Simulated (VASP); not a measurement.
## Si: density of states with r2SCAN-EpsX+rVV10

The system is Si.

```
Si
1.0
     0.00000    2.72185    2.72185
     2.72185    0.00000    2.72185
     2.72185    2.72185    0.00000
Si
2
Cartesian
  2.7219 2.7219 2.7219
  4.0828 4.0828 4.0828
```

| Property | Result |
| --- | --- |
| Program | VASP 6.6.1 |
| Task | density of states |
| Functional | r2SCAN-EpsX |
| Dispersion | rVV10 |
| Potentials or basis | VASP PAW PBE potentials, release 64 (Si) |
| Cutoff | 520 eV |
| k mesh | 4 × 4 × 4 |
| Occupations | tetrahedron |
| Spin | no spin polarisation |
| Grid for exact exchange (PRECFOCK) | Normal |
| Exchange at q = 0 | default |
| Share of exact exchange | 0.0713 |
| Further INCAR settings | ALGO = Normal; EDIFF = 1e-06 |

The pressure is -0.5 GPa and the band gap on the k mesh is 1.23 eV, indirect (least direct gap 3.13 eV). The valence electrons inside the program's atomic spheres are Si 1.72.

Levels at points of the mesh, in eV from the valence-band top:
| k point | band 1 | band 2 | band 3 | band 4 | band 5 | band 6 | band 7 | band 8 |
| --- | --- | --- | --- | --- | --- | --- | --- | --- |
| (0.00, 0.00, 0.00) | -12.82 | 0.00 | 0.00 | 0.00 | 3.13 | 3.13 | 3.13 | 4.30 |
| (0.50, 0.00, 0.00) | -10.31 | -7.45 | -1.30 | -1.30 | 2.20 | 3.97 | 3.97 | 8.61 |
| (0.50, 0.50, 0.00) | -8.36 | -8.36 | -3.08 | -3.08 | 1.23 | 1.23 | 11.33 | 11.33 |

States per cell in windows of 0.5 eV (zero at the valence-band top; states under -8 eV left out):
| from (eV) | total | Si1_p | Si2_p | Si1_s | Si2_s | Si1_d | Si2_d |
| --- | --- | --- | --- | --- | --- | --- | --- |
| -8.0 | 0.17 | 0.01 | 0.01 | 0.03 | 0.03 | 0.00 | 0.00 |
| -7.5 | 0.31 | 0.02 | 0.02 | 0.05 | 0.05 | 0.00 | 0.00 |
| -7.0 | 0.51 | 0.04 | 0.04 | 0.08 | 0.08 | 0.00 | 0.00 |
| -6.5 | 0.30 | 0.03 | 0.03 | 0.04 | 0.04 | 0.00 | 0.00 |
| -6.0 | 0.17 | 0.02 | 0.02 | 0.02 | 0.02 | 0.00 | 0.00 |
| -5.5 | 0.16 | 0.02 | 0.02 | 0.02 | 0.02 | 0.00 | 0.00 |
| -5.0 | 0.13 | 0.01 | 0.01 | 0.02 | 0.02 | 0.00 | 0.00 |
| -4.5 | 0.13 | 0.01 | 0.01 | 0.01 | 0.01 | 0.00 | 0.00 |
| -4.0 | 0.97 | 0.16 | 0.16 | 0.02 | 0.02 | 0.00 | 0.00 |
| -3.5 | 0.53 | 0.09 | 0.09 | 0.01 | 0.01 | 0.00 | 0.00 |
| -3.0 | 0.67 | 0.12 | 0.12 | 0.00 | 0.00 | 0.00 | 0.00 |
| -2.5 | 0.65 | 0.13 | 0.13 | 0.00 | 0.00 | 0.00 | 0.00 |
| -2.0 | 0.70 | 0.14 | 0.14 | 0.00 | 0.00 | 0.00 | 0.00 |
| -1.5 | 0.42 | 0.09 | 0.09 | 0.00 | 0.00 | 0.00 | 0.00 |
| -1.0 | 0.16 | 0.03 | 0.03 | 0.00 | 0.00 | 0.00 | 0.00 |
| -0.5 | 0.03 | 0.01 | 0.01 | 0.00 | 0.00 | 0.00 | 0.00 |
| 0.0 | 0.00 | 0.00 | 0.00 | 0.00 | 0.00 | 0.00 | 0.00 |
| 0.5 | 0.00 | 0.00 | 0.00 | 0.00 | 0.00 | 0.00 | 0.00 |
| 1.0 | 0.01 | 0.00 | 0.00 | 0.00 | 0.00 | 0.00 | 0.00 |
| 1.5 | 0.18 | 0.01 | 0.01 | 0.01 | 0.01 | 0.00 | 0.00 |
| 2.0 | 0.86 | 0.05 | 0.05 | 0.07 | 0.07 | 0.00 | 0.00 |
| 2.5 | 0.68 | 0.04 | 0.04 | 0.05 | 0.05 | 0.00 | 0.00 |
| 3.0 | 0.25 | 0.02 | 0.02 | 0.01 | 0.01 | 0.00 | 0.00 |
| 3.5 | 0.28 | 0.02 | 0.02 | 0.01 | 0.01 | 0.00 | 0.00 |
| 4.0 | 0.52 | 0.05 | 0.05 | 0.01 | 0.01 | 0.00 | 0.00 |
| 4.5 | 0.71 | 0.07 | 0.07 | 0.01 | 0.01 | 0.00 | 0.00 |
| 5.0 | 1.01 | 0.10 | 0.10 | 0.01 | 0.01 | 0.00 | 0.00 |
| 5.5 | 0.36 | 0.04 | 0.04 | 0.01 | 0.01 | 0.00 | 0.00 |
| 6.0 | 0.88 | 0.10 | 0.10 | 0.04 | 0.04 | 0.00 | 0.00 |
| 6.5 | 1.01 | 0.12 | 0.12 | 0.04 | 0.04 | 0.00 | 0.00 |
| 7.0 | 0.60 | 0.08 | 0.08 | 0.03 | 0.03 | 0.00 | 0.00 |
| 7.5 | 0.35 | 0.04 | 0.04 | 0.02 | 0.02 | 0.00 | 0.00 |

Run time: 3.1 min on 1 thread of AMD EPYC 9R45 (Zen 5), on a shared host, peak memory 0.24 GiB.

Caveat: the k mesh is coarse (spacing up to 0.50 Å⁻¹), so the values aren't converged, least of all with exact exchange; the PAW data sets were made with another functional, which shifts forces and pressure a little. A k mesh can miss the band edges.
